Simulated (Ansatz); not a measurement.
**In2Sb: from a trial structure to a relaxed crystal**

These are results of DFT r2SCAN, scalar-relativistic, plane waves, PAW (Ansatz 0.2.0), not measurements.

In2Sb was placed on the Cu2Sb structure type (P4/nmm, No. 129), with In in place of Cu, at a guessed volume.

The final relaxation ran on this input, with the default PAW datasets:

```yaml
crystal:
  lattice:
    - [4.3193463283, 0.0, 0.0]
    - [0.0, 4.3193463283, 0.0]
    - [0.0, 0.0, 9.0636272633]
  atoms:
    - { symbol: In, position: [0.0, 0.0, 0.0] }
    - { symbol: In, position: [0.5, 0.5, 0.0] }
    - { symbol: In, position: [0.0, 0.5, 0.3632613175] }
    - { symbol: In, position: [0.5, 0.0, 0.6367386825] }
    - { symbol: Sb, position: [0.0, 0.5, 0.6967256497] }
    - { symbol: Sb, position: [0.5, 0.0, 0.3032743503] }
basis:
  ecutwfc: 500
kpoints:
  mp_grid: { grid: [10, 10, 4] }
hamiltonian:
  xc: r2scan
scf:
  occupations: { method: gaussian, width: 0.1 }
output:
  forces: true
  stress: true
  eigenvalues: true
relax:
  adjacent_minimum: "off"
  f_tol: 0.01
  max_steps: 80
  cell: { stress_tol: 0.05 }
```

Launched as:

```bash
ansatz run input.yaml --threads 1 --pin off --max-ram 2560MiB --backend cpu --events-out ev --progress --plain --runs-dir out
```

The run took 2.1 min on 1 thread of Intel(R) Xeon(R) 6975P-C (Granite Rapids) (shared host), peak memory 1 GiB.

End of the output:

```
SCF converged after 5 iterations
Free energy (F): -35445.622015 eV
Harris-Foulkes:  -35445.622015 eV  (|F-HF|=0.00e0)
Internal energy: -35445.610906 eV  (E = F + TS)
E sigma→0 (E₀):  -35445.616460 eV
Entropy (-TS):   -0.011109 eV (-1.851 meV/atom)
Fermi energy:    9.617732 eV
--- Per-component energies (eV) ---
  E_band       = -506.265058
  E_kinetic    = 1377.013209
  E_local      = -7621.058975  (includes V_loc(G=0)·N_el)
  E_nonlocal   = 2193.377537
  E_hartree    = 3191.460207
  E_xc         = -1060.012635
  E_vxc        = -634.214717  (∫ρ·V_xc dr)
  E_paw        = -25931.046033  (= ΣΔE_a)
  E_vpaw       = -2248.194709  (= ΣTr[D̂ρ^β])
  E_aug_tail   = 0.000029  (compensation charges beyond the density's cutoff)
  E_vtau       = 43.892035  (kinetic-family band-sum trace: ∫τ·v_τ [+ j·A + Jᵃ·Aᵃ] dr)
  E_ewald      = -7600.218503
  E_core_change = 4.874257  (= ΣΔE_core)
  E_smearing   = -0.011109  (= −TS)
  E_closure    =  0.000000  (closes the sum)
  Σ components = -35445.622015   (vs F -35445.622015, Δ=0.00e0)
--- Forces (eV/Å), atoms counted from 1 ---
  atom   1  In     0.00000000     0.00000000     0.00000000
  atom   2  In     0.00000000     0.00000000     0.00000000
  atom   3  In     0.00000000     0.00000000     0.00103186
  atom   4  In     0.00000000     0.00000000    -0.00103186
  atom   5  Sb     0.00000000     0.00000000     0.00036470
  atom   6  Sb     0.00000000     0.00000000    -0.00036470
  max |Σ_I F_I| component: 8.33e-17 eV/Å
--- Stress (GPa, compression-positive) ---
        0.000718       0.000000       0.000000
        0.000000       0.000718       0.000000
        0.000000       0.000000      -0.012018
  P = ⅓ Tr σ = -0.0035 GPa (-0.035 kbar)
--- Relaxed structure (3 steps of the walk, 3 accepted, 1 SCFs on fresh bases) ---
  F+E_penalty+E_count = -35445.62201465 eV   max|allowed force component| = 1.032e-3 eV/Å   (the final SCF, on the basis selected at the relaxed cell)
  cell:  # Å, volume = 168.9381 Å³
    - [4.325659, 0.000000, 0.0]
    - [0.000000, 4.325659, 0.0]
    - [0.0, 0.0, 9.028653]
  atoms:
    - { symbol: In, position: [0.000000, 0.000000, 0.000000] }
    - { symbol: In, position: [0.5, 0.5, 0.000000] }
    - { symbol: In, position: [0.000000, 0.5, 0.361165] }
    - { symbol: In, position: [0.5, 0.000000, 0.638835] }
    - { symbol: Sb, position: [0.000000, 0.5, 0.695214] }
    - { symbol: Sb, position: [0.5, 0.000000, 0.304786] }
```

Total energies depend on the potentials used, so only differences within one code and one set of settings carry meaning.

The result has space group P4/nmm (No. 129). In on Wyckoff site a (2 atoms of the primitive cell) has 4 In at 3.06 Å and 4 Sb at 3.50 Å (next In at 3.91 Å); In on Wyckoff site c (2 atoms of the primitive cell) is coordinated by 5 Sb at 3.02–3.10 Å; Sb has 5 In at 3.02–3.10 Å and 4 In at 3.50 Å.

Against the elements it lies at -0.02 eV/atom. Formation energies are uncorrected and refer to the elements' standard structures at the same level.

The k mesh leaves about 4 meV/atom of noise in metals. Spin–orbit coupling is left out.

A structure relaxed within its symmetry needn't be a true minimum.